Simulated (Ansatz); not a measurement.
# LDA, PBE, PBEsol and r²SCAN on LiF

```
Li F
1.0
     0.00000    2.01400    2.01400
     2.01400    0.00000    2.01400
     2.01400    2.01400    0.00000
Li F
1 1
Direct
  0.00000 0.00000 0.00000
  0.50000 0.50000 0.50000
```

Atoms are numbered in the order listed.

Conventional cell: a = 4.028 Å, b = 4.028 Å, c = 4.028 Å, α = 90.00°, β = 90.00°, γ = 90.00°. Li (atom 1) is surrounded by 6 F at 2.01 Å. F (atom 2) has 6 Li at 2.01 Å as nearest neighbours.

The cell is COD entry 1010990, as deposited and not checked against the literature; nothing was relaxed.

One fixed cell is solved with several functionals by PAW with the default files in Ansatz 0.2.0, scalar-relativistically. A positive pressure means that the functional wants a larger cell.

The PAW files were made with PBE; their cores are remade for each functional.

Sampling and basis: a Γ-centred 10×10×10 k mesh, Fermi–Dirac smearing of 0.03 eV, cutoff 420 eV, no spin polarisation.

Cutoffs: PBE 420 eV, LDA 420 eV, PBEsol 420 eV, r²SCAN 500 eV.

Q: One of the runs gave P (GPa) = -2.06, gap over the k mesh and a high-symmetry path (eV) = 10.06, lowest level at Γ above −25 eV, from the valence-band top or, without a gap, the Fermi level (eV) = -21.11. Which setting was it?
A. PBE
B. LDA
C. r²SCAN
D. PBEsol

A: C. The full set:
| setting | P (GPa) | gap over the k mesh and a high-symmetry path (eV) | lowest level at Γ above −25 eV, from the valence-band top or, without a gap, the Fermi level (eV) |
| --- | --- | --- | --- |
| PBE | 2.12 | 9.09 | -19.97 |
| LDA | -6.46 | 8.84 | -19.58 |
| PBEsol | -1.06 | 8.92 | -19.86 |
| r²SCAN | -2.06 | 10.06 | -21.11 |
